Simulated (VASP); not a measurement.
# I (I4/mmm) in VASP: a series of runs

The runs below take I through single point, relaxation of cell and atoms, with PBE, r2SCAN.

All numbers are computed with VASP 6.6.1; they aren't measurements. Logs are shortened: lines on timing, memory, paths and dates and some standing lists are left out, and cuts for length are marked.

### 1 The crystal as given

Symmetry: I4/mmm, No. 139, tetragonal system. Conventional cell: a = 3.235 Å, b = 3.235 Å, c = 8.530 Å, α = 90.00°, β = 90.00°, γ = 90.00°. I (site symmetry 4/mmm) has 4 I at 3.23 Å as nearest neighbours.

### 2 Single point, PBE

File INCAR:

```
PREC = Accurate ; ENCUT = 500
EDIFF = 1E-6 ; ISMEAR = 0
SIGMA = 0.02 ; LREAL = F
LASPH = T ; NELM = 100
ALGO = Normal ; ISIF = 2
LWAVE = F ; LCHARG = F
GGA = PE
```

File KPOINTS:

```
Automatic mesh
0
Gamma
  6 6 6
```

File POSCAR:

```
I
1.0
   -1.6174560000      1.6174560000      4.2648080000
    1.6174560000     -1.6174560000      4.2648080000
    1.6174560000      1.6174560000     -4.2648080000
I
1
Direct
    0.0000000000      0.0000000000      0.0000000000
```

Potentials or basis: VASP PAW PBE potentials, release 64 (I_GW).

Started as:

```bash
> cat potpaw_PBE.64/I_GW/POTCAR > POTCAR
> mpirun -np 1 vasp_std > vasp.out
```

OUTCAR:

```text
PREC = Accurate
   ENCUT = 500
   EDIFF = 1E-6
   ISMEAR = 0
   LREAL = F
   LASPH = T
   NELM = 100
   ISIF = 2
   GGA = PE

 ion  position               nearest neighbor table
   1  0.000  0.000  0.000-

  LATTYP: Found a body centered tetragonal cell.
 ALAT       =     3.2349120000
 C/A-ratio  =     2.6367381864

  Lattice vectors:

 A1 = (  -1.6174560000,   1.6174560000,   4.2648080000)
 A2 = (   1.6174560000,  -1.6174560000,   4.2648080000)
 A3 = (   1.6174560000,   1.6174560000,  -4.2648080000)

Analysis of symmetry for initial positions (statically):
=====================================================================
 Subroutine PRICEL returns:
 Original cell was already a primitive cell.

 Routine SETGRP: Setting up the symmetry group for a
 body centered tetragonal supercell.

 Subroutine GETGRP returns: Found 16 space group operations
 (whereof 16 operations were pure point group operations)
 out of a pool of 16 trial point group operations.

The static configuration has the point symmetry D_4h.

Analysis of symmetry for dynamics (positions and initial velocities):
=====================================================================
 Subroutine PRICEL returns:
 Original cell was already a primitive cell.

 Routine SETGRP: Setting up the symmetry group for a
 body centered tetragonal supercell.

 Subroutine GETGRP returns: Found 16 space group operations
 (whereof 16 operations were pure point group operations)
 out of a pool of 16 trial point group operations.

The dynamic configuration has the point symmetry D_4h.

 Subroutine INISYM returns: Found 16 space group operations
 (whereof 16 operations are pure point group operations),
 and found     1 'primitive' translations

----------------------------------------------------------------------------------------

                                     Primitive cell

  volume of cell :      44.6297

  direct lattice vectors                    reciprocal lattice vectors
    -1.617456000  1.617456000  4.264808000     0.000000000  0.309127420  0.117238572
     1.617456000 -1.617456000  4.264808000     0.309127420  0.000000000  0.117238572
     1.617456000  1.617456000 -4.264808000     0.309127420  0.309127420  0.000000000

  length of vectors
     4.839515999  4.839515999  4.839515999     0.330612529  0.330612529  0.437172190

  position of ions in fractional coordinates (direct lattice)
     0.000000000  0.000000000  0.000000000

  ion indices of the primitive-cell ions
[... 75 lines left out ...]
   LREAL  =      F    real-space projection
   EDIFFG = 0.1E-04   stopping-criterion for IOM
   NSW    =      0    number of steps for IOM
   IBRION =     -1    ionic relax: 0-MD 1-quasi-New 2-CG
   NFREE  =      0    steps in history (QN), initial steepest desc. (CG)
   ISIF   =      2    stress and relaxation
   ISYM   =      2    0-nonsym 1-usesym 2-fastsym
   POTIM  = 0.5000    time-step for ionic-motion
   TEBEG  =    0.0;   TEEND  =   0.0 temperature during run
   PSTRESS=    0.0 pullay stress
   NELECT =       7.0000    total number of electrons
   NUPDOWN=      -1.0000    fix difference up-down
   EMIN   =  10.00;   EMAX   =-10.00  energy-range for DOS
   EFERMI =   0.00;   METHOD = LEGACY
   ISMEAR =     0;   SIGMA  =   0.02  broadening in eV -4-tet -1-fermi 0-gaus
   EFERMI_NEDOS =   21; number of points for ismear=-14 and -15
   IALGO  =     38    algorithm
   IMIX   =      4    mixing-type and parameters
     AMIX     =   0.40;   BMIX     =  1.00
     AMIX_MAG =   1.60;   BMIX_MAG =  1.00
  volume/ion in A,a.u.               =      44.63       301.18
  Fermi-wavevector in a.u.,A,eV,Ry     =   0.882875  1.668392 10.605317  0.779469
  Thomas-Fermi vector in A             =   2.003566
   LORBIT       =      0    0 simple, 1 ext, 2 COOP (PROOUT), +10 PAW based schemes
   GGA     = PE    functional components
   LHFCALC =     F    Hartree Fock is set to
   AEXX    =    0.0000 exact exchange contribution
   IVDW    =     0    specifies the selected vdW correction
   LEPSILON=     F    determine dielectric tensor
   LRPA    =     F    only Hartree local field effects (RPA)
 non-spin polarized calculation
 Gauss-broadening in eV      SIGMA  =   0.02
  energy-cutoff  :      500.00
  volume of cell :       44.63
 maximum number of plane-waves:      1156
   NGX = 17   NGY = 17   NGZ = 17

 number of electron       6.9999999 magnetization

 Free energy of the ion-electron system (eV)
  ---------------------------------------------------
  ext. energy  EPLUGINS =         0.00000000
  ---------------------------------------------------
  free energy    TOTEN  =        -1.34358022 eV

  energy without entropy =       -1.34251776  energy(sigma->0) =       -1.34304899

 E-fermi :   2.2106     XC(G=0):  -7.7695

 val. band max:        2.1905699974   @ k =   0.3333   0.1667   0.0000
 cond. band min:       2.2169475856   @ k =  -0.3333   0.1667   0.0000
 fundamental gap:      0.0263775882
 Fermi energy:         2.2106451592

 k-point     1 :       0.0000    0.0000    0.0000
  band No.  band energies     occupation
      1     -11.0984      2.00000
      2       0.3440      2.00000
      3       3.4747      0.00000
      4       3.4747      0.00000
      5       6.8665      0.00000
      6      10.0955      0.00000
      7      10.6599      0.00000
[... 221 lines left out ...]
 k-point    24 :      -0.1667   -0.3333    0.1667
  band No.  band energies     occupation
      1     -10.7780      2.00000
      2      -0.1746      2.00000
      3       1.4058      2.00000
      4       3.6343      0.00000
      5       9.0093      0.00000
      6      10.4412      0.00000
      7      12.4622      0.00000

 [... further k-points ...]

------------------------ aborting loop because EDIFF is reached ----------------------------------------

  FORCE on cell =-STRESS in cart. coord.  units (eV):
  Direction    XX          YY          ZZ          XY          YZ          ZX
  --------------------------------------------------------------------------------------
  -------------------------------------------------------------------------------------
  Total        0.0481761      0.0481761      0.0271761      0.0000000     -0.0000000      0.0000000
  in kB        1.7294897      1.7294897      0.9756048      0.0000000     -0.0000000      0.0000000
  external PRESSURE =       1.4781947 kB  Pullay stress =       0.0000000 kB

 VOLUME and BASIS-vectors are now :
 -----------------------------------------------------------------------------
  energy-cutoff  :      500.00
  volume of cell :       44.63
      direct lattice vectors                 reciprocal lattice vectors
    -1.617456000  1.617456000  4.264808000     0.000000000  0.309127420  0.117238572
     1.617456000 -1.617456000  4.264808000     0.309127420  0.000000000  0.117238572
     1.617456000  1.617456000 -4.264808000     0.309127420  0.309127420  0.000000000

 POSITION                                       TOTAL-FORCE (eV/Angst)
 -----------------------------------------------------------------------------------
      0.00000      0.00000      0.00000         0.000000     -0.000000     -0.000000
 -----------------------------------------------------------------------------------
    total drift:                                0.000000      0.000000     -0.000000

  FREE ENERGIE OF THE ION-ELECTRON SYSTEM (eV)
  ---------------------------------------------------
  free  energy   TOTEN  =        -1.3435802172 eV

  energy  without entropy=       -1.3425177568  energy(sigma->0) =       -1.34304899
```

stdout:

```text
POSCAR found type information on POSCAR I
 POSCAR found :  1 types and       1 ions
 scaLAPACK will be used
 LDA part: xc-table for (Slater+PW92), standard interpolation
 POSCAR, INCAR and KPOINTS ok, starting setup
 FFT: planning ... GRIDC
 FFT: planning ... GRID_SOFT
 FFT: planning ... GRID
 WAVECAR not read
 entering main loop
```

Run time: 22 s. Hardware: 1 thread of AMD EPYC, shared host; peak memory 0.17 GiB.

Results:

| Quantity | Value |
| --- | --- |
| Free energy | -1.3436 eV |
| Pressure | 0.1 GPa |
| Band gap on the k mesh | none (metal or under the smearing width) |

Caveat: the k mesh is coarse (spacing up to 0.46 Å⁻¹), so the values aren't converged; an odd number of electrons without spin polarisation forces a metal; a magnetic or distorted state may lie lower. Spin-orbit coupling is left out, which matters for the levels of I.

### 3 Relaxation of cell and atoms, r2SCAN

File INCAR:

```
ALGO = Normal ; EDIFF = 1E-7
EDIFFG = -0.01 ; ENCUT = 600
IBRION = 2 ; ISIF = 3
ISMEAR = 0 ; LASPH = True
LCHARG = False ; LMIXTAU = True
LREAL = False ; LWAVE = False
METAGGA = R2SCAN ; NELM = 80
NSW = 40 ; PREC = Accurate
SIGMA = 0.05
```

File KPOINTS:

```
k-points
0
Gamma
  11 11 11
```

POSCAR is that of step 2.

Potentials or basis: VASP PAW PBE potentials, release 64 (I).

Started as:

```bash
> cat potpaw_PBE.64/I/POTCAR > POTCAR
> mpirun -np 1 vasp_std > vasp.out
```

Wall time 25 min (1 thread of Intel Xeon 6975P-C (Granite Rapids), shared host); peak memory 0.29 GiB.

It converged, with:

```
Free energy                            : -24.4206 eV
Relaxed volume                         : 40.36 Å³/atom
Relaxed cell                           : a = 4.494 Å, b = 4.494 Å, c = 4.494 Å, α = 137.89°, β = 137.89°, γ = 61.07°
Space group after relaxing (to 0.05 Å) : I4/mmm (No. 139)
Energy gained by relaxing              : 10.4 meV/atom
Ionic steps                            : 13
Pressure after relaxing                : 0.0 GPa
Band gap on the k mesh                 : none (metal or under the smearing width)
```

The path:
```
step  energy change (eV)  largest force (eV/Å)  pressure (GPa)  volume (Å³)
   1              0.0000                0.0000           -0.35        44.63
   2             -0.0015                0.0000           -0.14        44.00
   3             -0.0027                0.0000            0.20        43.09
   4             -0.0036                0.0000            0.17        42.92
   5             -0.0061                0.0000            0.07        42.42
   6             -0.0095                0.0000           -0.09        41.41
   7             -0.0068                0.0000           -0.26        39.35
   8             -0.0102                0.0000           -0.16        40.85
   9             -0.0103                0.0000           -0.18        40.69
  10             -0.0104                0.0000           -0.01        40.28
  11             -0.0104                0.0000           -0.03        40.32
  12             -0.0104                0.0000           -0.03        40.33
  13             -0.0104                0.0000           -0.01        40.36
```

Final structure:
```yaml
crystal:
  lattice:
    - [-1.61447, 1.61447, 3.87106]
    - [1.61447, -1.61447, 3.87106]
    - [1.61447, 1.61447, -3.87106]
  atoms:
    - { symbol: I, position: [0.00000, 0.00000, 0.00000] }
```

Levels at points of the mesh, in eV from the Fermi level:
| k point | band 1 | band 2 | band 3 | band 4 | band 5 | band 6 |
| --- | --- | --- | --- | --- | --- | --- |
| (0.00, 0.00, 0.00) | -14.47 | -2.08 | 0.88 | 0.88 | 5.03 | 7.79 |

Caveat: the PAW data sets were made with another functional, which shifts forces and pressure a little; an odd number of electrons without spin polarisation forces a metal; a magnetic or distorted state may lie lower. The run has no spin-orbit coupling, so splittings on I are missing.
